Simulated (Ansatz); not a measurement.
## Ga$_{2}$O$_{3}$: energy along a strain

Ga$_{2}$O$_{3}$, C2/m, a = 12.455 Å, b = 3.084 Å, c = 5.878 Å, β = 103.7°. Ansatz: PBE, PAW, 420 eV, Γ-centred 10×10×6 mesh on 10 atoms, Gaussian smearing 0.05 eV; no spin polarisation. Cell vectors (Å): 6.227 -1.542 0.011; 6.227 1.542 0.011; -1.403 0.000 5.708. The cell is strained by x per cent times the pattern (1 1 0 0 0 0) in the order xx yy zz yz xz xy (engineering shears), with fractional coordinates held. y is the free energy over the start, V0 = 10.965 Å³/atom.

```
x (%) y (meV/atom)
-4.00             ?
-3.00         31.37
-2.00         13.54
-1.00          3.31
 0.00          0.00
 1.00          3.10
 2.00         12.07
 3.00         26.39
 3.50         35.41
 4.00         45.61
```

Q: Fit y = c2 x² + c3 x³ to the other rows, get the stiffness along the pattern, and predict the missing energy.

A: Least squares on the rows shown. y = 3.2103 x² − 0.090759 x³. The clamped-ion stiffness p·C·p = 2 × 32.10 eV × 160.2 / 10.965 Å³ = 938 GPa. At x = -4.00 the fit asked for gives 57.17 meV/atom. The run gave 57.41 meV/atom, so the fit is 0.24 meV/atom too low, 0.42 % of the span of the series, against an rms of 0.04 meV/atom on the fitted rows. The row lies outside the fitted range. With a term in x⁴ added, a fit to the same known rows predicts 57.41 meV/atom, so most of the miss is curvature that the known rows already hold.